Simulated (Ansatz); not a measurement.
## Se (R-3)

Method: Ansatz 0.2.0, DFT PBEsol, scalar-relativistic, plane waves, PAW.

Cutoff 420 eV; k points 6×6×6 on the computed 6-atom cell (Γ-centred); Gaussian smearing, width 0.02 eV; no spin polarisation.

The structure is relaxed at this level of theory with its symmetry kept. This form isn't the element's structure at ambient conditions.

```cif
data_structure
_symmetry_space_group_name_H-M 'P 1'
_symmetry_Int_Tables_number 1
_cell_length_a 6.3641
_cell_length_b 6.3641
_cell_length_c 6.3641
_cell_angle_alpha 114.468
_cell_angle_beta 114.468
_cell_angle_gamma 114.468
_cell_volume 151.01
loop_
_atom_site_label
_atom_site_type_symbol
_atom_site_fract_x
_atom_site_fract_y
_atom_site_fract_z
_atom_site_occupancy
Se1 Se 0.30252 0.16717 0.90908 1
Se2 Se 0.90908 0.30252 0.16717 1
Se3 Se 0.16717 0.90908 0.30252 1
Se4 Se 0.69748 0.83283 0.09092 1
Se5 Se 0.09092 0.69748 0.83283 1
Se6 Se 0.83283 0.09092 0.69748 1
```

- Space group: R-3 (No. 148)
- Volume per atom: 25.17 Å³
- Formation energy from the elements' standard states (uncorrected): +0.035 eV/atom
- Kohn–Sham band gap: 0.85 eV, indirect from (0.060, 0.016, 0.341) to (0.245, 0.151, -0.227)
- Löwdin character of the top 1 eV of the valence band: Se 4p 95 %
- Löwdin character of the lowest 1 eV of the conduction band: Se 4p 90 %, unprojected 4 %
- Electron masses at the edge by Cartesian direction of the standard setting (m_e; degenerate bands sorted by energy; no spin-orbit coupling): x: 0.19; y: 0.22; z: 0.48
- Hole masses at the edge by Cartesian direction of the standard setting (m_e; degenerate bands sorted by energy; no spin-orbit coupling): x: 0.28; y: 0.61; z: 0.72
- Bader charges (e): Se (6 in the cell) 0.00